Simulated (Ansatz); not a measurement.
**AgBr under changes of volume**

One of the cells (23.644 Å³/atom); the others are scaled copies at fixed shape and fractional positions:

```
Ag Br
1.0
     0.00000    2.87015    2.87015
     2.87015    0.00000    2.87015
     2.87015    2.87015    0.00000
Ag Br
1 1
Direct
  0.00000 0.00000 0.00000
  0.50000 0.50000 0.50000
```

```yaml
Program: Ansatz 0.2.0
Functional: PBE
Dispersion: D3(BJ)
Potentials_or_basis: Ansatz PAW
Cutoff: "420 eV (not typed: the program's choice for these potentials)"
k_mesh: 8 × 8 × 8
Occupations: fermi-dirac, width 0.05 eV
Spin: no spin polarisation
```

```csv
volume (Å³/atom),energy over the lowest point (meV/atom),pressure (GPa),gap on the mesh (eV)
22.225,11.84,3.1,0.67
22.698,4.53,1.9,0.67
23.171,0.72,0.7,0.67
23.644,0.00,-0.2,0.67
24.116,1.99,-1.1,0.68
24.589,6.38,-1.9,0.68
25.062,?,?,?
```

Problem. What does the run at 25.062 Å³/atom give?

Solution. Energy over the lowest point 12.87 meV/atom; pressure -2.5 GPa; gap on the mesh 0.69 eV.

Worked out: A Birch-Murnaghan fit of order 3 (a polynomial in V^(-2/3)) to the other rows has its minimum at 23.52 Å³/atom with B0 = V·E''(V) = 47 GPa and B' = 5.3. It gives 12.88 meV/atom at 25.062 Å³/atom, against the run's 12.87, and -dE/dV = -2.5 GPa, against -2.5. A straight line through the other rows of the gap, of slope 0.112 eV per unit of ln V, extrapolates to 0.68 eV, against the run's 0.69.

Energies are extrapolated to zero smearing.

A mesh can miss the band edges. Spin-orbit coupling on Ag, Br is left out.
